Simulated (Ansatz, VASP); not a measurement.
# Cross-check of WSO between VASP and Ansatz

One calculation is typed for both programs; each brings its own data sets. How far apart do they land? Of the first pair: The structure shown is the start of the Ansatz relaxation below; VASP solves that cell, so the two are compared at the walk's first step.

Main program and level: Ansatz 0.2.0; plane waves, with VASP 6.6.1 beside it; PBE.

## Step 1: Set-up

The cell holds 3 atoms: 1 W, 1 S and 1 O. Its edges and angles: a = 2.880 Å, b = 2.880 Å, c = 29.460 Å, α = 90.0°, β = 90.0°, γ = 120.0°. As first built, before any earlier steps moved the atoms or strained the cell (in the runner's words): the S of the upper face replaced by O in a single layer of WS2. Vacuum lies along c. The height across the vacuum is the one that the program set for its solve, not the one typed.

## Step 2: Ansatz: relaxation, PBE

Ansatz runs on its default PAW (the set named soft_2) files.

The two programs are compared at the cell with which this relaxation starts, whose forces are those of its first step.

File input.yaml:

```yaml
crystal:
  lattice:
    - [2.87995161, 0.0, 0.0]
    - [-1.43997581, 2.49411125, 0.0]
    - [0.0, 0.0, 19.125]
  atoms:
    - { symbol: W, position: [0.0, 0.0, 0.5] }
    - { symbol: S, position: [0.33333333, 0.66666667, 0.42600938] }
    - { symbol: O, position: [0.33333333, 0.66666667, 0.57399062] }
  periodic: [true, true, false]
kpoints:
  mp_grid: { grid: [11, 11, 1] }
scf:
  occupations: { method: fermi_dirac, width: 0.05 }
hamiltonian:
  xc: pbe
  pseudopotentials: { kind: paw }
output:
  forces: true
  stress: true
relax:
  f_tol: 0.02
  max_steps: 50
  cell: {}
```

Run with:

```console
$ ansatz run input.yaml --threads 4 --pin off --max-ram 8192MiB --backend cpu --events-out ev --progress --plain --runs-dir out
```

Numbers of over 12 decimals in the logs are rounded to 6 here.

What it wrote:

```text
Warning: crystal.periodic: the lattice vector that does not repeat stood 0.000° off the slab's normal, 19.125 Å along it as the deck builds it. The run solves the slab on a vector along the normal, 29.460 Å long, with every atom where it was (on the deck's vector they left 16.29 Å outside them, and the widest stretch free of ions among them is 1.42 Å). A fractional position that the run reports is one of the run's ce [...]
crystal.periodic: the lattice vector that does not repeat stood 0.000° off the slab's normal, 19.125 Å along it as the deck builds it. The run solves the slab on a vector along the normal, 29.460 Å long, with every atom where it was (on the deck's vector they left 16.29 Å outside them, and the widest stretch free of ions among them is 1.42 Å). A fractional position that the run reports is one of the run's cell, which [...]
Engine: ansatz 0.2.0, aarch64-unknown-linux-gnu
Pseudopotentials: kind: paw
Pseudopotential: W, paw, valence charge 14, recommended cutoff 420 eV (normal), W.paw.azcp
Pseudopotential: S, paw, valence charge 6, recommended cutoff 420 eV (normal), S.paw.azcp
Pseudopotential: O, paw, valence charge 6, recommended cutoff 420 eV (normal), O.paw.azcp
Functional definition: PBE
  parameter kappa = 0.804
  parameter beta = 0.066725
  exchange = pbe_x(kappa = kappa, mu = beta*pi^2/3)
  correlation = pbe_c(beta = beta)
Crystal: 3 atoms, lattice volume = 211.611 Å³
Basis set: ecut = 420 eV, 4143 PW (Γ), exchange–correlation on 40×40×400 points (8 copies of the dense FFT grid, shifted against one another)
Bands: 17, of which v1, the nominal top of the filled ones, is band 13 counted from 1 (12 counted from 0)
Symmetry: 6 space group operations
Space group: P3m1 (ITA 156), of the structure as read, at distance tolerance 6.0e-5 Å
k-points: 16 of 121 (time reversal used)
Non-local potential: W, projectors of the file, l = 0: 3, l = 1: 2, l = 2: 2, l = 3: 1
Non-local potential: S, projectors of the file, l = 0: 2, l = 1: 2, l = 2: 2
Non-local potential: O, projectors of the file, l = 0: 2, l = 1: 2, l = 2: 1
PAW form: soft (Blöchl's): semilocal exchange-correlation on the pseudo side does not see the compensation charge
PAW one-centre angular grid: W, 590 points (default); XC on 64 Gauss nodes
PAW one-centre angular grid: S, 110 points (default); XC on 64 Gauss nodes
PAW one-centre angular grid: O, 110 points (default); XC on 64 Gauss nodes
Initial density: superposition of atomic densities (neutral atoms: chi_scale 0, normalization atom), corrected by the library's trained network
Initial wavefunctions: pseudopotential atomic-orbital guess
Functional: x = pbe(κ = 0.804, μ = 0.219515), c = pbe(β = 0.066725)
SCF iter   1: F=—  HF=-11854.254954 eV  |F-HF|=—  |Δ(HF+E_count)|=         —  Δρ=1.21e-2  dr2=1.44e0  ethr=1.77e-3  ⟨swp⟩=15.6  Hψ=3015  notcnv=0
[...]
Basis set: ecut = 420 eV, 4359 PW (Γ), exchange–correlation on 48×48×400 points (8 copies of the dense FFT grid, shifted against one another)
Initial wavefunctions: pseudopotential atomic-orbital guess (no wavefunctions were taken with the density)
iter 1 solved again at ethr=4.91e-7 eV; its pass at ethr=3.10e-3 eV (dr2=1.28e-4 eV) is discarded
SCF iter   1: F=—  HF=-11855.676263 eV  |F-HF|=—  |Δ(HF+E_count)|=         —  Δρ=3.21e-4  dr2=3.86e-5  ethr=4.91e-7  ⟨swp⟩=6.8  Hψ=4214  notcnv=0
SCF iter   2: F=—  HF=-11855.676822 eV  |F-HF|=—  |Δ(HF+E_count)|=   5.58e-4  Δρ=1.78e-4  dr2=7.44e-5  ethr=1.49e-7  ⟨swp⟩=3.0  Hψ=481  notcnv=0
SCF iter   3: F=—  HF=-11855.676955 eV  |F-HF|=—  |Δ(HF+E_count)|=   1.34e-4  Δρ=1.65e-4  dr2=2.04e-4  ethr=1.49e-7  ⟨swp⟩=3.2  Hψ=511  notcnv=0  recentre
SCF iter   4: F=—  HF=-11855.677030 eV  |F-HF|=—  |Δ(HF+E_count)|=   7.45e-5  Δρ=7.05e-5  dr2=2.99e-5  ethr=1.49e-7  ⟨swp⟩=3.6  Hψ=522  notcnv=0
SCF iter   5: F=—  HF=-11855.677084 eV  |F-HF|=—  |Δ(HF+E_count)|=   5.45e-5  Δρ=2.12e-5  dr2=2.83e-7  ethr=1.15e-7  ⟨swp⟩=2.4  Hψ=390  notcnv=0
SCF iter   6: F=—  HF=-11855.677063 eV  |F-HF|=—  |Δ(HF+E_count)|=   2.13e-5  Δρ=9.94e-6  dr2=1.66e-7  ethr=1.09e-9  ⟨swp⟩=4.1  Hψ=697  notcnv=0
SCF iter   7: F=—  HF=-11855.677064 eV  |F-HF|=—  |Δ(HF+E_count)|=   5.19e-7  Δρ=4.56e-6  dr2=8.12e-8  ethr=6.38e-10  ⟨swp⟩=2.8  Hψ=473  notcnv=0
SCF iter   8: F=—  HF=-11855.677064 eV  |F-HF|=—  |Δ(HF+E_count)|=   1.49e-7  Δρ=2.69e-6  dr2=2.48e-8  ethr=3.12e-10  ⟨swp⟩=1.6  Hψ=375  notcnv=0
SCF iter   9: F=—  HF=-11855.677064 eV  |F-HF|=—  |Δ(HF+E_count)|=   4.07e-8  Δρ=3.16e-7  dr2=3.71e-10  ethr=9.54e-11  ⟨swp⟩=2.9  Hψ=480  notcnv=0
SCF iter  10: F=—  HF=-11855.677064 eV  |F-HF|=—  |Δ(HF+E_count)|=   4.04e-9  Δρ=2.96e-7  dr2=2.18e-10  ethr=1.43e-12  ⟨swp⟩=4.0  Hψ=698  notcnv=0
SCF iter  11: F=-11855.677064 eV  HF=-11855.677064 eV  |F-HF|=1.46e-11  |Δ(HF+E_count)|=  3.27e-11  Δρ=5.72e-8  dr2=7.66e-12  ethr=1.00e-12  ⟨swp⟩=10.8  Hψ=2339  notcnv=0
SCF 6 converged in 11 iterations: F = -11855.677064 eV  dr2 = 7.66e-12
relax step   6: F+E_penalty+E_count = -11855.67706379 eV  Δ(F+E_penalty+E_count) = -1.169e-2 eV  max|allowed force component| = 7.191e-3 eV/Å  Δτ_max = 0.0000 Å  P = +0.230 N/m  Ω = 230.002 Å³  fix = [c, alpha, beta]  reactions: c +0.000 N/m  stress off target by 2.30e-1 N/m on what of the cell is left free  SCF on the basis re-selected at this cell (its energy is not comparable with the rows above)  (11 SCF iters)
[...]
relax step   7: F+E_penalty+E_count = -11855.67702426 eV  Δ(F+E_penalty+E_count) = +3.953e-5 eV  max|allowed force component| = 5.963e-4 eV/Å  Δτ_max = 0.0011 Å  P = +0.016 N/m  Ω = 230.410 Å³  energy of the carried Pulay correction = -1.500e-4 eV  fix = [c, alpha, beta]  reactions: c +0.000 N/m  (6 SCF iters, dr2 threshold 8.04e-8 eV, accepted)
[...]
relax step   8: F+E_penalty+E_count = -11855.67716299 eV  Δ(F+E_penalty+E_count) = -1.387e-4 eV  max|allowed force component| = 6.517e-4 eV/Å  Δτ_max = 0.0000 Å  P = +0.017 N/m  Ω = 230.410 Å³  fix = [c, alpha, beta]  reactions: c +0.000 N/m  stress off target by 1.74e-2 N/m on what of the cell is left free  SCF on the basis re-selected at this cell (its energy is not comparable with the rows above)  (7 SCF iters)
basis re-selected at this cell: Δ(F+E_penalty+E_count) = -1.387e-4 eV, ΔP = +0.001 N/m vs the last step (what re-selecting the basis moved, of the pressure what is left beyond the Pulay correction that the steps carried, after the strain that the cell walked since its last selection, with what the two solves' SCF thresholds leave and, on support functions, any second-order correction that the steps lacked; it is no m [...]
SCF converged after 7 iterations
Free energy (F): -11855.677163 eV
Harris-Foulkes:  -11855.677163 eV  (|F-HF|=2.02e-8)
Internal energy: -11855.677163 eV  (E = F + TS)
E sigma→0 (E₀):  -11855.677163 eV
Fermi energy:    -4.829246 eV
--- Per-component energies (eV) ---
  E_band       = -656.011405
  E_kinetic    = 732.640682
  E_local      = -49172.393999  (includes V_loc(G=0)·N_el)
  E_nonlocal   = 76.055198
  E_hartree    = 24146.668324
  E_xc         = -438.078124
  E_vxc        = -420.693772  (∫ρ·V_xc dr)
  E_paw        = -9320.191227  (= ΣΔE_a)
  E_vpaw       = -164.958573  (= ΣTr[D̂ρ^β])
  E_aug_tail   = 0.002362  (compensation charges beyond the density's cutoff)
  E_ewald      = 22119.619622
  E_smearing   = -0.000000  (= −TS)
  E_closure    = -0.000000  (closes the sum)
  Σ components = -11855.677163   (vs F -11855.677163, Δ=0.00e0)
--- Forces (eV/Å), atoms counted from 1 ---
  atom   1  W     -0.00000000    -0.00000000    -0.00036342
  atom   2  S     -0.00000000     0.00000000     0.00065166
  atom   3  O      0.00000000     0.00000000    -0.00028840
  max |Σ_I F_I| component: 1.58e-7 eV/Å
--- 2D stress c σ (N/m, compression-positive) ---
        0.017352       0.000000      -0.000000
        0.000000       0.017352      -0.000000
       -0.000000      -0.000000       0.000000
  P = ½ c Tr σ = 0.0174 N/m
--- Relaxed structure (6 steps of the walk, 6 accepted, 2 SCFs on fresh bases) ---
  F+E_penalty+E_count = -11855.67716299 eV   max|allowed force component| = 6.517e-4 eV/Å   (the final SCF, on the basis selected at the relaxed cell)
  cell:  # Å, volume = 230.4098 Å³
    - [3.005154, 3.0122490580903933e-9, 0]
    - [-1.502577, 2.602539488284, 0]
    - [0, 0, 29.46028243]
  atoms:
    - { symbol: W, position: [2.6680775051122654e-17, 5.336155050885926e-17, 0.329897] }
    - { symbol: S, position: [0.333333, 0.666667, 0.274403] }
    - { symbol: O, position: [0.333333, 0.666667, 0.369469] }
```

## Step 3: VASP: single point, PBE, start cell, pair 1

The same cell, functional, mesh and smearing now go to VASP, with its own data sets.

Lines of VASP's logs that name or quote its potential files are left out, and so is its time.

File INCAR:

```
SYSTEM = WSO
PREC = Accurate
ENCUT = 520
EDIFF = 1E-06
NELM = 120
ISMEAR = -1
SIGMA = 0.05
LREAL = .FALSE.
ALGO = Normal
GGA = PE
NBANDS = 15
LASPH = .TRUE.
LORBIT = 11
LWAVE = .FALSE.
LCHARG = .FALSE.
ISIF = 2
LDIPOL = .TRUE.
IDIPOL = 3
DIPOL = 0.5 0.5 0.325
LVHAR = .TRUE.
GGA_COMPAT = .FALSE.
EFERMI = MIDGAP
NELMDL = -8
```

File POSCAR:

```
WSO
1.0
    2.8799520000      0.0000000000      0.0000000000
   -1.4399760000      2.4941110000      0.0000000000
    0.0000000000      0.0000000000     29.4602820000
W S O
1 1 1
Direct
    0.0000000000      0.0000000000      0.3245895610
    0.3333333333      0.6666666667      0.2765563819
    0.3333333333      0.6666666667      0.3726227400
```

File KPOINTS:

```
Automatic mesh
0
Gamma
11 11 1
0 0 0
```

The projector-augmented-wave data sets are W, S and O (PBE family, release 64).

Run with:

```console
$ mpirun -np 1 vasp_std
```

What it wrote:

```text
[banner, memory and clock lines left out]
running    1 mpi-ranks, on    1 nodes
 distrk:  each k-point on    1 cores,    1 groups
 distr:  one band on    1 cores,    1 groups

 POSCAR found type information on POSCAR W S O
 POSCAR found :  3 types and       3 ions
 LDA part: xc-table for (Slater+PW92), standard interpolation
 POSCAR, INCAR and KPOINTS ok, starting setup
 FFT: planning ... GRIDC
 FFT: planning ... GRID_SOFT
 FFT: planning ... GRID
 WAVECAR not read
 entering main loop
       N       E                     dE             d eps       ncg     rms          rms(c)
DAV:   1     0.162299163282E+03    0.16230E+03   -0.62186E+03   480   0.869E+02
DAV:   2    -0.679318595281E+01   -0.16909E+03   -0.15751E+03   866   0.191E+02
DAV:   3    -0.268698144138E+02   -0.20077E+02   -0.19867E+02   648   0.859E+01
DAV:   4    -0.271969954730E+02   -0.32718E+00   -0.32543E+00   662   0.132E+01
DAV:   5    -0.272038711495E+02   -0.68757E-02   -0.68732E-02   627   0.172E+00
DAV:   6    -0.272041026000E+02   -0.23145E-03   -0.23143E-03   643   0.315E-01
DAV:   7    -0.272041106828E+02   -0.80829E-05   -0.80831E-05   662   0.546E-02
DAV:   8    -0.272041110788E+02   -0.39601E-06   -0.39615E-06   626   0.118E-02    0.380E+01
DAV:   9    -0.251684524098E+02    0.20357E+01   -0.91831E+00   627   0.333E+01    0.171E+01
DAV:  10    -0.259463939631E+02   -0.77794E+00   -0.11464E+01   750   0.312E+01    0.128E+01
DAV:  11    -0.243475997339E+02    0.15988E+01   -0.24738E+00   759   0.193E+01    0.127E+00
DAV:  12    -0.244028511535E+02   -0.55251E-01   -0.91529E-01   648   0.687E+00    0.170E+00
DAV:  13    -0.243897947070E+02    0.13056E-01   -0.39057E-02   655   0.155E+00    0.979E-01
DAV:  14    -0.243808883547E+02    0.89064E-02   -0.17214E-02   655   0.122E+00    0.474E-01
[...]
DAV:  21    -0.243794120485E+02   -0.68426E-04   -0.11704E-05   620   0.151E-02    0.122E-02
DAV:  22    -0.243794307489E+02   -0.18700E-04   -0.90188E-06   592   0.179E-02    0.424E-03
DAV:  23    -0.243794387683E+02   -0.80194E-05   -0.51365E-07   507   0.608E-03    0.276E-03
DAV:  24    -0.243794423445E+02   -0.35762E-05   -0.29641E-07   513   0.392E-03    0.336E-03
DAV:  25    -0.243794500676E+02   -0.77231E-05   -0.39587E-07   472   0.388E-03    0.501E-04
DAV:  26    -0.243794530355E+02   -0.29680E-05   -0.11060E-07   520   0.177E-03    0.110E-03
DAV:  27    -0.243794545764E+02   -0.15408E-05   -0.34058E-08   499   0.798E-04    0.635E-04
DAV:  28    -0.243794553818E+02   -0.80539E-06   -0.12873E-08   464   0.510E-04
   1 F= -.24379455E+02 E0= -.24379455E+02  d E =-.279088E-09
```

Parts of OUTCAR (step 3):

```text
ion  position               nearest neighbor table
   1  0.000  0.000  0.325-   3 2.18   2 2.18   3 2.18   3 2.18   2 2.18   2 2.18
   2  0.333  0.667  0.277-   1 2.18   1 2.18   1 2.18
   3  0.333  0.667  0.373-   1 2.18   1 2.18   1 2.18

  LATTYP: Found a hexagonal cell.
 ALAT       =     2.8799520000
 C/A-ratio  =    10.2294350739

 Subroutine GETGRP returns: Found  6 space group operations
 (whereof  6 operations were pure point group operations)

The static configuration has the point symmetry C_3v.

 Found     16 irreducible k-points:

   k-points           NKPTS =     16   k-points in BZ     NKDIM =     16   number of bands    NBANDS=     15

   dimension x,y,z NGX =    24 NGY =   24 NGZ =  224
   dimension x,y,z NGXF=    48 NGYF=   48 NGZF=  448

   ENCUT  =  520.0 eV  38.22 Ry    6.18 a.u.   5.35  5.35 54.78*2*pi/ulx,y,z

   NELECT =      18.0000    total number of electrons

 k-points in reciprocal lattice and weights: Automatic mesh
   0.00000000  0.00000000  0.00000000       0.008
   0.09090909  0.00000000  0.00000000       0.050
   0.18181818  0.00000000  0.00000000       0.050
   0.27272727  0.00000000  0.00000000       0.050
   0.36363636  0.00000000  0.00000000       0.050
   0.45454545  0.00000000  0.00000000       0.050
   0.09090909  0.09090909  0.00000000       0.050
   0.18181818  0.09090909  0.00000000       0.099
   0.27272727  0.09090909  0.00000000       0.099
[...]
0.27272727  0.27272727  0.00000000       0.050
   0.36363636  0.27272727  0.00000000       0.050

 dipolmoment           0.000000      0.000000      0.106679 electrons x Angstroem

 average (electrostatic) potential at core
       1 -49.9418       2 -96.3397       3 -79.4069

 E-fermi :  -3.5179

 k-point     1 :       0.0000    0.0000    0.0000
  band No.  band energies     occupation
    ...
      5      -8.0751      2.00000
      6      -6.6982      2.00000
      7      -6.4741      2.00000
      8      -6.4741      2.00000
      9      -4.4849      2.00000
     10      -2.3029      0.00000
     11      -2.3029      0.00000
     12       0.3002      0.00000
     13       0.3002      0.00000
     14       0.5562      0.00000
    ...

 k-point     2 :       0.0909    0.0000    0.0000
  band No.  band energies     occupation
    ...
      5      -7.8965      2.00000
      6      -7.2872      2.00000
      7      -6.6886      2.00000
      8      -6.1260      2.00000
      9      -4.5728      2.00000
     10      -2.4218      0.00000
     11      -2.2352      0.00000
     12      -0.0470      0.00000
     13       0.4538      0.00000
     14       0.8101      0.00000
    ...

 k-point     3 :       0.1818    0.0000    0.0000
  band No.  band energies     occupation
    ...
      5      -7.9848      2.00000
      6      -7.5123      2.00000
      7      -7.0915      2.00000
      8      -6.0974      2.00000
      9      -4.9749      2.00000
     10      -2.4033      0.00000
     11      -2.0537      0.00000
     12      -0.4496      0.00000
     13       0.8205      0.00000
     14       1.3915      0.00000
    ...

  Total        9.2297046      9.2297002      5.7045831      0.0000000      0.0000000      0.0000000
  in kB       69.8812168     69.8811835     43.1913285      0.0000000      0.0000000      0.0000000
  external PRESSURE =      60.9845763 kB  Pullay stress =       0.0000000 kB

  energy-cutoff  :      520.00
  volume of cell :      211.61
      direct lattice vectors                 reciprocal lattice vectors
     2.879952000  0.000000000  0.000000000     0.347228009  0.200472232  0.000000000
    -1.439976000  2.494111000  0.000000000     0.000000000  0.400944465  0.000000000
     0.000000000  0.000000000 29.460282000     0.000000000  0.000000000  0.033944006

 POSITION                                       TOTAL-FORCE (eV/Angst)
 -----------------------------------------------------------------------------------
      0.00000      0.00000      9.56250        -0.000000     -0.000000     11.314114
     -0.00000      1.66274      8.14743         0.000000      0.000000     -7.683895
     -0.00000      1.66274     10.97757         0.000000      0.000000     -3.630219
 -----------------------------------------------------------------------------------
    total drift:                                0.000000      0.000010     -0.000158

  FREE ENERGIE OF THE ION-ELECTRON SYSTEM (eV)
  ---------------------------------------------------
  free  energy   TOTEN  =       -24.3794553818 eV

  energy  without entropy=      -24.3794553815  energy(sigma->0) =      -24.37945538

 vacuum level on the upper side and lower side of the slab         3.701         1.014

 total charge
# of ion       s       p       d       tot
------------------------------------------
    1        0.657   0.910   4.589   6.156
    2        1.364   2.545   0.000   3.909
    3        1.594   3.284   0.000   4.878
--------------------------------------------------
tot          3.615   6.740   4.589  14.944

[... 3 further parts left out ...]
```

This run has no spin polarisation, so a moment on W, if there is one, isn't seen.

(Continued in part 2 of 2.)

[Lines on the potential files, build, host, timing and source positions are cut from VASP's logs without a mark.]

[Logs are printed without paths, hosts, clocks, repeated set-up lines and the standing remarks that a program may print on its own settings, such as how far it seeks lower states.]

[Hosts, paths, dates, database ids (printed as entryN), source tags and the programs' standing remarks are cut or masked in the printed files.]
